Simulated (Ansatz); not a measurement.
SnO2 in Ansatz: the effect of functional

SnO2:

```xyz
3
Lattice="1.6278 0.9398 4.8324 -1.6278 0.9398 4.8324 0.0000 -1.8796 4.8324" Properties=species:S:1:pos:R:3 pbc="T T T"
Sn    0.0000    0.0000    7.2486
O     0.0000    0.0000   11.0589
O     0.0000    0.0000    3.4383
```

Measurements of this composition are mostly on another form, of space group No. 136.

The cell isn't the ideal one: volume scaled by 1.02.

Alike in all runs:

| Property | Result |
| --- | --- |
| Program | Ansatz 0.2.0 |
| Task | single point |
| Potentials or basis | Ansatz PAW |
| k mesh | 10 × 10 × 10 |
| Occupations | fermi-dirac, width 0.05 eV |
| Spin | no spin polarisation |

| functional | cutoff | gap on the mesh (eV) | pressure (GPa) | largest force (eV/Å) |
| --- | --- | --- | --- | --- |
| PBEsol | 420 eV (not typed: the program's choice for these potentials) | ? | ? | ? |
| r2SCAN | 500 eV (not typed: the program's choice for these potentials) | 2.30 | -9.7 | 0.83 |
| LDA | 420 eV (not typed: the program's choice for these potentials) | 1.65 | -11.5 | 0.86 |

What does the run with functional PBEsol give?

gap on the mesh 1.75 eV; pressure -7.6 GPa; largest force 0.59 eV/Å.

Caveats: spin-orbit coupling is left out, which moves the levels of the heavy elements; the PAW data sets come from PBE, with cores solved anew for the run's functional, which leaves a small shift of forces and pressure.

A k mesh can miss the band edges.
